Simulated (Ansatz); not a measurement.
Runs of Ansatz 0.2.0 on NbP. It takes space group I4_1md (No. 109, tetragonal). Conventional cell: a = 3.350 Å, b = 3.350 Å, c = 11.480 Å, α = 90.00°, β = 90.00°, γ = 90.00°. Around Nb (site symmetry 2mm) lie 6 P at 2.55 Å. Around P (site symmetry 2mm) lie 6 Nb at 2.55 Å. The cell is a database's computed one.

```csv
task,level,spin,cutoff (eV),points for each segment of the path,gap on the mesh (eV),pressure (GPa),V0 of scaled cells (Å³/atom),B0 (GPa),largest force (eV/Å)
band structure,PBEsol,"SOC, no magnetisation",420,14,none,-6.4,-,-,0.02
band structure,PBEsol,off,420,14,none,-6.4,-,-,0.02
equation of state,PBE,off,420,-,-,-,(b),190,-
equation of state,r2SCAN,off,500,-,-,-,15.97,197,-
band structure,PBE,off,420,14,none,-1.1,-,-,0.02
equation of state,LDA,off,420,-,-,-,15.33,(a),-
band structure,r2SCAN,off,500,14,none,-1.6,-,-,-
band structure,LDA,off,420,14,none,-9.4,-,-,0.02
```

Alike in all rows: potentials or basis Ansatz PAW; cell as given; k mesh 11 × 11 × 11; smearing fermi-dirac 0.05 eV.

Task: Estimate the missing entries.

Result: (a) 213; (b) 16.01.

Caveats: the PAW data sets come from PBE, with cores solved anew for the run's functional, which leaves a small shift of forces and pressure (some runs); the cell was scaled at fixed shape and fractional positions, which overstates the stiffness of a crystal with free parameters, most of all of layers and chains (some runs); the PAW data sets were made with another functional, which shifts forces and pressure a little (some runs).

A k mesh can miss the band edges, and rows without SOC leave out spin-orbit coupling on Nb.

A gap of «none» marks a metal or a gap under the smearing width.
